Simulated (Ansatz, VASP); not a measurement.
**One calculation of TiSi2, two programs**

```
CELL_PARAMETERS angstrom
-1.47287 1.71213 4.21208
1.47287 -1.71213 4.21208
1.47287 1.71213 -4.21208
ATOMIC_POSITIONS crystal
Ti 0.00000 0.00000 0.00000
Si 0.67008 0.67008 0.00000
Si 0.32992 0.32992 0.00000
```

Alike in both runs: functional LDA; k mesh 12 × 12 × 12; occupations fermi-dirac, width 0.05 eV; no spin polarisation.

|  | VASP | Ansatz |
| --- | --- | --- |
| version | VASP 6.6.1 | Ansatz 0.2.0 |
| potentials or method | VASP PAW LDA potentials, release 64 (Ti_sv, Si), cutoff 520 eV | all-electron LAPW, scalar-relativistic |
| task | single point | band structure |

|  | VASP | Ansatz | Ansatz less VASP |
| --- | --- | --- | --- |
| gap on the k mesh at the Fermi level (eV) | none | none | - |
| pressure (GPa) | -6.4 | -6.6 | -0.16 |
| largest component of the traceless stress (GPa) | 0.77 | 0.78 | +0.006 |
| rms of the force components (eV/Å) | 0.052 | 0.054 | +0.0022 |

Atom by atom the forces differ by 0.002 eV/Å (rms over components). A gap of «none» marks a metal or a gap that the smearing closes. Ansatz ran all-electron here, so the differences hold the error of VASP's frozen core and of both bases.
